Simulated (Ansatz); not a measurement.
# Cd (P6_3/mmc) in Ansatz: further runs

One crystal, Cd, is run at these levels: r2SCAN; tasks: single point, equation of state.

All numbers are computed with Ansatz 0.2.0; they aren't measurements. Logs are shortened: lines on timing, memory, paths and dates and some standing lists are left out, and cuts for length are marked.

## Step 1: The structure

Symmetry: P6_3/mmc, No. 194, hexagonal system. Conventional cell: a = 2.979 Å, b = 2.979 Å, c = 5.618 Å, α = 90.00°, β = 90.00°, γ = 120.00°. Around Cd (site symmetry -6m2) lie 12 Cd at 2.98 to 3.29 Å.

## Step 2: Single point, r2SCAN, 20.29 Å³/atom (volume scaled by 0.94)

input.yaml reads:

```yaml
crystal:
  lattice:
    - [2.9180596717, 0.0, 0.0]
    - [-1.4590298358, 2.5271138055, 0.0]
    - [0.0, 0.0, 5.5029719036]
  atoms:
    - { symbol: Cd, position: [0.6666666667, 0.3333333333, 0.75] }
    - { symbol: Cd, position: [0.3333333333, 0.6666666667, 0.25] }
hamiltonian:
  xc: r2scan
  pseudopotentials: { kind: paw }
kpoints:
  mp_grid: { grid: [10, 10, 5] }
scf:
  occupations: { method: fermi_dirac, width: 0.05 }
output:
  forces: true
  stress: true
  eigenvalues: true
```

Potentials or basis: Ansatz PAW.

Run with:

```bash
$ ansatz run input.yaml --threads 2 --pin off --max-ram 5632MiB --backend cpu --events-out ev --progress --plain --runs-dir out
```

Standard output:

```text
Warning: RAYON_NUM_THREADS=2 ignored (pool sized by the plan → 2); use --threads N
Engine: ansatz 0.2.0, x86_64-unknown-linux-gnu
Pseudopotentials: kind: paw
Pseudopotential: Cd, paw, valence charge 20, recommended cutoff 500 eV (meta_gga), Cd.paw.azcp
Functional definition: r2SCAN
  parameter k0 = 0.174
  parameter k1 = 0.065
  parameter a1 = 4.9479
  exchange = r2scan_x(k0 = k0, k1 = k1, a1 = a1)
  correlation = r2scan_c
Crystal: 2 atoms, lattice volume = 40.580 Å³
Basis set: ecut = 500 eV, 1065 PW (Γ), exchange–correlation on 96×96×180 points (64 copies of the dense FFT grid, shifted against one another)
Bands: 24, of which v1, the nominal top of the filled ones, is band 20 counted from 1 (19 counted from 0)
Symmetry: 24 space group operations
Space group: P63/mmc (ITA 194), of the structure as read, at distance tolerance 3.4e-5 Å
k-points: 42 of 500
Non-local potential: Cd, projectors of the file, l = 0: 3, l = 1: 2, l = 2: 2, l = 3: 1
PAW form: soft (Blöchl's): semilocal exchange-correlation on the pseudo side does not see the compensation charge
PAW frozen core: Cd, regenerated for the run's functional (the file was generated under x = pbe(κ = 0.804, μ = 0.2195149727645171), c = pbe(β = 0.06672455060314922))
PAW one-centre angular grid: Cd, 590 points (default); XC on 160 Gauss nodes
Initial density: superposition of atomic densities (neutral atoms: chi_scale 0, normalization atom), corrected by the library's trained network
Initial wavefunctions: pseudopotential atomic-orbital guess
Functional: x = r2scan, c = r2scan; τ floored in thin density (d = 2e-4 eV/Å³)
SCF iter   1: F=—  HF=-16536.322205 eV  |F-HF|=—  |Δ(HF+E_count)|=         —  Δρ=6.37e-3  dr2=8.72e-3  dr2_τ=1.35e-2  ethr=1.77e-3  ⟨swp⟩=5.9  Hψ=3922  notcnv=0
preconditioner: auto → Kerker (q_TF=auto, 2.722 Å⁻¹)  [metal: Δε(μ)=0.072 eV  Ē_g=14.456 eV  σ=0.050 eV  W_gap=0.32  n_scr=10 (ndim 8)  ℏωp=28.6 eV  f_vac=0.000  D(μ)=0.31/eV (n_scr^D=2)]
SCF iter   2: F=—  HF=-16536.329759 eV  |F-HF|=—  |Δ(HF+E_count)|=   7.55e-3  Δρ=3.82e-3  dr2=3.39e-3  dr2_τ=4.74e-4  ethr=2.18e-5  ⟨swp⟩=2.0  Hψ=1636  notcnv=0
preconditioner: auto → none  [insulator: Δε(μ)=0.169 eV  Ē_g=14.419 eV  σ=0.050 eV  W_gap=0.52  n_scr=10 (ndim 8)  ℏωp=28.6 eV  f_vac=0.000  D(μ)=0.32/eV (n_scr^D=2)  ε∞_Penn≈4.9]
SCF iter   3: F=—  HF=-16536.329618 eV  |F-HF|=—  |Δ(HF+E_count)|=   1.41e-4  Δρ=5.02e-4  dr2=6.17e-5  dr2_τ=7.05e-6  ethr=8.47e-6  ⟨swp⟩=2.0  Hψ=1680  notcnv=0
SCF iter   4: F=—  HF=-16536.329671 eV  |F-HF|=—  |Δ(HF+E_count)|=   5.27e-5  Δρ=1.22e-4  dr2=5.77e-6  dr2_τ=2.63e-7  ethr=1.54e-7  ⟨swp⟩=2.0  Hψ=1726  notcnv=0
SCF iter   5: F=—  HF=-16536.329673 eV  |F-HF|=—  |Δ(HF+E_count)|=   2.62e-6  Δρ=5.25e-5  dr2=6.13e-7  dr2_τ=4.29e-8  ethr=1.44e-8  ⟨swp⟩=2.2  Hψ=1585  notcnv=0
SCF iter   6: F=-16536.329674 eV  HF=-16536.329674 eV  |F-HF|=1.12e-7  |Δ(HF+E_count)|=   8.00e-7  Δρ=1.49e-5  dr2=4.95e-8  dr2_τ=4.12e-9  ethr=2.50e-10  ⟨swp⟩=5.5  Hψ=4083  notcnv=0
SCF 1 converged in 6 iterations: F = -16536.329674 eV  dr2 = 4.95e-8
SCF converged after 6 iterations
Free energy (F): -16536.329674 eV
Harris-Foulkes:  -16536.329674 eV  (|F-HF|=1.12e-7)
Internal energy: -16536.326939 eV  (E = F + TS)
E sigma→0 (E₀):  -16536.328307 eV
Entropy (-TS):   -0.002736 eV (-1.368 meV/atom)
Fermi energy:    15.717497 eV
--- Per-component energies (eV) ---
  E_band       = -795.135545
  E_kinetic    = 1012.267430
  E_local      = -5677.483410  (includes V_loc(G=0)·N_el)
  E_nonlocal   = 65.175946
  E_hartree    = 2690.545707
  E_xc         = -338.898892
  E_vxc        = -495.680845  (∫ρ·V_xc dr)
  E_paw        = -8208.081395  (= ΣΔE_a)
  E_vpaw       = -1115.762802  (= ΣTr[D̂ρ^β])
  E_aug_tail   = 0.000012  (compensation charges beyond the density's cutoff)
  E_vtau       = 35.243758  (kinetic-family band-sum trace: ∫τ·v_τ [+ j·A + Jᵃ·Aᵃ] dr)
  E_ewald      = -6078.722796
  E_core_change = -1.129541  (= ΣΔE_core)
  E_smearing   = -0.002736  (= −TS)
  E_closure    = -0.000000  (closes the sum)
  Σ components = -16536.329674   (vs F -16536.329674, Δ=0.00e0)
--- Forces (eV/Å), atoms counted from 1 ---
  atom   1  Cd    -0.00000000    -0.00000000    -0.00000000
  atom   2  Cd     0.00000000     0.00000000     0.00000000
  max |Σ_I F_I| component: 3.70e-17 eV/Å
--- Stress (GPa, compression-positive) ---
        5.692190       0.000000       0.000000
        0.000000       5.692190       0.000000
        0.000000       0.000000       3.524598
  P = ⅓ Tr σ = 4.9697 GPa (49.697 kbar)
--- Band table (eV; the first three rows and the last of 42) ---
  k-point 0: bands = ["-90.3673", "-90.3657", "-50.5202", "-50.4929", "-50.4587", "-50.4587", "-50.4558", "-50.4558", "5.1874", "5.5024", "5.9777", "5.9777", "6.0382", "6.0382", "6.2297", "6.5721", "6.5721", "6.8616", "6.8616", "12.4790", "12.7550", "26.9455", "30.3265", "31.5595"]
  k-point 1: bands = ["-90.3672", "-90.3658", "-50.5176", "-50.4956", "-50.4584", "-50.4584", "-50.4561", "-50.4561", "5.2172", "5.4726", "5.9758", "5.9758", "6.0263", "6.0263", "6.4933", "6.6077", "6.6077", "6.8405", "6.8405", "10.3672", "15.2838", "24.9195", "30.3400", "31.2894"]
  k-point 2: bands = ["-90.3667", "-90.3662", "-50.5108", "-50.5024", "-50.4577", "-50.4577", "-50.4568", "-50.4568", "5.2956", "5.3934", "5.9803", "5.9803", "6.0004", "6.0004", "6.6912", "6.6912", "6.7793", "6.7793", "7.2813", "8.5806", "18.3062", "21.5985", "30.4515", "30.7955"]
  k-point 41: bands = ["-90.3596", "-90.3595", "-50.5160", "-50.5156", "-50.5034", "-50.5026", "-50.4948", "-50.4941", "5.6922", "5.7388", "5.9193", "5.9245", "6.0646", "6.2308", "6.3844", "6.4210", "6.8112", "6.8898", "15.2065", "16.2448", "17.9969", "18.2576", "19.0473", "19.3630"]
```

It took 1.8 s on 2 threads of Intel Xeon Platinum 8488C (Sapphire Rapids), shared host; peak memory 0.49 GiB.

Results:

| Item | Value |
| --- | --- |
| Free energy | -16536.3297 eV |
| Pressure | 5.0 GPa |
| Band gap on the k mesh | none (metal or under the smearing width) |

Caveat: the PAW data sets come from PBE, with cores solved anew for the run's functional, which leaves a small shift of forces and pressure.

## Step 3: Single point, r2SCAN, 20.72 Å³/atom (volume scaled by 0.96)

Edit input.yaml of step 2 so:

```diff
@@ -2,5 +2,5 @@
   lattice:
-    - [2.9180596717, 0.0, 0.0]
-    - [-1.4590298358, 2.5271138055, 0.0]
-    - [0.0, 0.0, 5.5029719036]
+    - [2.9386100647, 0.0, 0.0]
+    - [-1.4693050324, 2.5449109679, 0.0]
+    - [0.0, 0.0, 5.5417265037]
   atoms:
```

Potentials or basis: Ansatz PAW.

Run with:

```bash
$ ansatz run input.yaml --threads 2 --pin off --max-ram 5632MiB --backend cpu --events-out ev --progress --plain --runs-dir out
```

It took 1.6 s on 2 threads of Intel Xeon Platinum 8488C (Sapphire Rapids), shared host; peak memory 0.49 GiB.

It converged, with:

```
Free energy            : -16536.3518 eV
Pressure               : 3.3 GPa
Band gap on the k mesh : none (metal or under the smearing width)
```

Caveat: the PAW data sets come from PBE, with cores solved anew for the run's functional, which leaves a small shift of forces and pressure.

## Step 4: Single point, r2SCAN, 21.15 Å³/atom (volume scaled by 0.98)

Edit input.yaml of step 3 so:

```diff
@@ -2,5 +2,5 @@
   lattice:
-    - [2.9386100647, 0.0, 0.0]
-    - [-1.4693050324, 2.5449109679, 0.0]
-    - [0.0, 0.0, 5.5417265037]
+    - [2.9588769815, 0.0, 0.0]
+    - [-1.4794384907, 2.5624626327, 0.0]
+    - [0.0, 0.0, 5.579946515]
   atoms:
```

Run with:

```bash
$ ansatz run input.yaml --threads 2 --pin off --max-ram 5632MiB --backend cpu --events-out ev --progress --plain --runs-dir out
```

Run time: 1.9 s. Hardware: 2 threads of Intel Xeon Platinum 8488C (Sapphire Rapids), shared host; peak memory 0.49 GiB.

The run converged. Its results:

| Property | Result |
| --- | --- |
| Free energy | -16536.3655 eV |
| Pressure | 1.8 GPa |
| Band gap on the k mesh | none (metal or under the smearing width) |

Caveat: the PAW data sets come from PBE, with cores solved anew for the run's functional, which leaves a small shift of forces and pressure.

## Step 5: Single point, r2SCAN, 21.59 Å³/atom

Edit input.yaml of step 4 so:

```diff
@@ -2,5 +2,5 @@
   lattice:
-    - [2.9588769815, 0.0, 0.0]
-    - [-1.4794384907, 2.5624626327, 0.0]
-    - [0.0, 0.0, 5.579946515]
+    - [2.97887, 0.0, 0.0]
+    - [-1.489435, 2.5797770946, 0.0]
+    - [0.0, 0.0, 5.61765]
   atoms:
```

Run with:

```bash
$ ansatz run input.yaml --threads 2 --pin off --max-ram 5632MiB --backend cpu --events-out ev --progress --plain --runs-dir out
```

It took 2 s on 2 threads of Intel Xeon Platinum 8488C (Sapphire Rapids), shared host; peak memory 0.5 GiB.

Results (log left out):

```yaml
Free_energy: -16536.3718 eV
Pressure: 0.5 GPa
Band_gap_on_the_k_mesh: none (metal or under the smearing width)
```

Caveat: the PAW data sets come from PBE, with cores solved anew for the run's functional, which leaves a small shift of forces and pressure.

## Step 6: Single point, r2SCAN, 22.02 Å³/atom (volume scaled by 1.02)

Edit input.yaml of step 5 so:

```diff
@@ -2,5 +2,5 @@
   lattice:
-    - [2.97887, 0.0, 0.0]
-    - [-1.489435, 2.5797770946, 0.0]
-    - [0.0, 0.0, 5.61765]
+    - [2.9985981908, 0.0, 0.0]
+    - [-1.4992990954, 2.596862209, 0.0]
+    - [0.0, 0.0, 5.6548540644]
   atoms:
```

Potentials or basis: Ansatz PAW.

Run with:

```bash
$ ansatz run input.yaml --threads 2 --pin off --max-ram 5632MiB --backend cpu --events-out ev --progress --plain --runs-dir out
```

It took 1.9 s on 2 threads of Intel Xeon Platinum 8488C (Sapphire Rapids), shared host; peak memory 0.5 GiB.

Results (log left out):

| Property | Result |
| --- | --- |
| Free energy | -16536.3714 eV |
| Pressure | -0.6 GPa |
| Band gap on the k mesh | none (metal or under the smearing width) |

Caveat: the PAW data sets come from PBE, with cores solved anew for the run's functional, which leaves a small shift of forces and pressure.

## Step 7: Single point, r2SCAN, 22.45 Å³/atom (volume scaled by 1.04)

Edit input.yaml of step 6 so:

```diff
@@ -2,5 +2,5 @@
   lattice:
-    - [2.9985981908, 0.0, 0.0]
-    - [-1.4992990954, 2.596862209, 0.0]
-    - [0.0, 0.0, 5.6548540644]
+    - [3.0180701533, 0.0, 0.0]
+    - [-1.5090350766, 2.6137254232, 0.0]
+    - [0.0, 0.0, 5.6915749249]
   atoms:
```

Run with:

```bash
$ ansatz run input.yaml --threads 2 --pin off --max-ram 5632MiB --backend cpu --events-out ev --progress --plain --runs-dir out
```

Run time: 1.7 s. Hardware: 2 threads of Intel Xeon Platinum 8488C (Sapphire Rapids), shared host; peak memory 0.5 GiB.

Results (log left out):

```yaml
Free_energy: -16536.3654 eV
Pressure: -1.6 GPa
Band_gap_on_the_k_mesh: none (metal or under the smearing width)
```

Caveat: the PAW data sets come from PBE, with cores solved anew for the run's functional, which leaves a small shift of forces and pressure.

## Step 8: Single point, r2SCAN, 22.88 Å³/atom (volume scaled by 1.06)

Edit input.yaml of step 7 so:

```diff
@@ -2,5 +2,5 @@
   lattice:
-    - [3.0180701533, 0.0, 0.0]
-    - [-1.5090350766, 2.6137254232, 0.0]
-    - [0.0, 0.0, 5.6915749249]
+    - [3.0372940483, 0.0, 0.0]
+    - [-1.5186470242, 2.6303738046, 0.0]
+    - [0.0, 0.0, 5.7278279719]
   atoms:
@@ -19 +19,5 @@
   eigenvalues: true
+  write_density: true
+  write_potential: true
+  elf: true
+  volumetric_format: npy
```

Run with:

```bash
$ ansatz run input.yaml --threads 2 --pin off --max-ram 5632MiB --backend cpu --events-out ev --progress --plain --runs-dir out
```

It took 2.3 s on 2 threads of Intel Xeon Platinum 8488C (Sapphire Rapids), shared host; peak memory 0.47 GiB.

Results (log left out):

- Free energy: -16536.3543 eV
- Pressure: -2.5 GPa
- Band gap on the k mesh: none (metal or under the smearing width)

Caveat: the PAW data sets come from PBE, with cores solved anew for the run's functional, which leaves a small shift of forces and pressure.

## Step 9: Equation of state, r2SCAN

Potentials or basis: Ansatz PAW.

This step only gathers the single runs of the series.

Results:

```yaml
Equilibrium_volume: 21.78 Å³/atom
Bulk_modulus_at_fixed_shape_and_positions: 58 GPa
Pressure_derivative_of_the_bulk_modulus: 5.6
```

Energy against volume, from the lowest point:
```
volume (Å³/atom)  energy (meV/atom)
          20.290              21.04
          20.722               9.95
          21.154               3.12
          21.585               0.00
          22.017               0.16
          22.449               3.19
          22.880               8.74
```

Caveat: the cell was scaled at fixed shape and fractional positions, which overstates the stiffness of a crystal with free parameters, most of all of layers and chains; the PAW data sets were made with another functional, which shifts forces and pressure a little.
